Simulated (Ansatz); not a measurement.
**How settings move the G0W0 gap of GaN (F-43m)**

GaN (F-43m) from a database of computed structures, relaxed with r2SCAN; one-shot G0W0 in Ansatz without spin-orbit coupling. Spin-unpolarised throughout; all numbers are computed.

```cif
data_structure
_symmetry_space_group_name_H-M 'F-43m'
_symmetry_Int_Tables_number 216
_cell_length_a 4.4979
_cell_length_b 4.4979
_cell_length_c 4.4979
_cell_angle_alpha 90.000
_cell_angle_beta 90.000
_cell_angle_gamma 90.000
_cell_volume 91.00
loop_
_atom_site_label
_atom_site_type_symbol
_atom_site_symmetry_multiplicity
_atom_site_Wyckoff_symbol
_atom_site_fract_x
_atom_site_fract_y
_atom_site_fract_z
_atom_site_occupancy
Ga1 Ga 4 a 0.00000 0.00000 0.00000 1
N1 N 4 c 0.25000 0.25000 0.25000 1
```

Gaps are read over the mesh points alone. G0W0 values are finite-basis, finite-mesh values.
```json
{"start": "PBE", "potentials": "PAW", "frequency model": "contour deformation", "mesh": "6×6×6", "empty bands": "67", "screening cutoff (eV)": "120", "Kohn-Sham gap (eV)": "1.75", "G0W0 gap (eV)": "2.84"}
{"start": "PBE", "potentials": "PAW", "frequency model": "contour deformation", "mesh": "6×6×6", "empty bands": "168", "screening cutoff (eV)": "220", "Kohn-Sham gap (eV)": "1.75", "G0W0 gap (eV)": "2.84"}
{"start": "PBE", "potentials": "PAW", "frequency model": "contour deformation", "mesh": "6×6×6", "empty bands": "309", "screening cutoff (eV)": "300", "Kohn-Sham gap (eV)": "1.75", "G0W0 gap (eV)": "2.83"}
{"start": "HSE06", "potentials": "PAW", "frequency model": "contour deformation", "mesh": "6×6×6", "empty bands": "168", "screening cutoff (eV)": "220", "Kohn-Sham gap (eV)": "3.01", "G0W0 gap (eV)": "3.46"}
{"start": "r2SCAN", "potentials": "PAW", "frequency model": "contour deformation", "mesh": "6×6×6", "empty bands": "168", "screening cutoff (eV)": "220", "Kohn-Sham gap (eV)": "2.17", "G0W0 gap (eV)": "3.09"}
{"start": "PBE0", "potentials": "PAW", "frequency model": "contour deformation", "mesh": "6×6×6", "empty bands": "168", "screening cutoff (eV)": "220", "Kohn-Sham gap (eV)": "3.70", "G0W0 gap (eV)": "3.65"}
{"start": "PBE", "potentials": "PAW", "frequency model": "Godby-Needs pole", "mesh": "6×6×6", "empty bands": "168", "screening cutoff (eV)": "220", "Kohn-Sham gap (eV)": "1.75", "G0W0 gap (eV)": "2.83"}
{"start": "PBE", "potentials": "PAW", "frequency model": "contour deformation", "mesh": "10×10×10", "empty bands": "36", "screening cutoff (eV)": "80", "Kohn-Sham gap (eV)": "1.76", "G0W0 gap (eV)": "2.82"}
{"start": "PBE", "potentials": "norm-conserving", "frequency model": "contour deformation", "mesh": "6×6×6", "empty bands": "168", "screening cutoff (eV)": "220", "Kohn-Sham gap (eV)": "1.78", "G0W0 gap (eV)": "2.95"}
```

The quasiparticle gap on this mesh is 2.83 eV (direct at Γ), against 1.75 eV from PBE: +1.08 eV. Renormalisation factors Z lie between 0.74 and 0.82.

Raising bands and cutoff together moves the gap by 0.00 eV (120 to 220 eV), then -0.01 eV (220 to 300 eV); the last step is small, which bounds nothing strictly. Starting from HSE06 (3.01 eV against PBE's 1.75 eV) gives 3.46 eV, +0.62 eV from G0W0@PBE at the same screening cutoff. Starting from r2SCAN (2.17 eV against PBE's 1.75 eV) gives 3.09 eV, +0.25 eV from G0W0@PBE at the same screening cutoff. Starting from PBE0 (3.70 eV against PBE's 1.75 eV) gives 3.65 eV, +0.81 eV from G0W0@PBE at the same screening cutoff. The Godby-Needs plasmon pole differs from contour deformation by -0.01 eV. Norm-conserving potentials (wave cutoff 1240 eV against 420 eV) shift the quasiparticle gap by +0.11 eV and the PBE gap by +0.03 eV. r2SCAN runs take a wave cutoff of 500 eV.

With a shallow d shell on the cation, G0W0 converges slowly in bands and cutoff, so these values are in doubt.
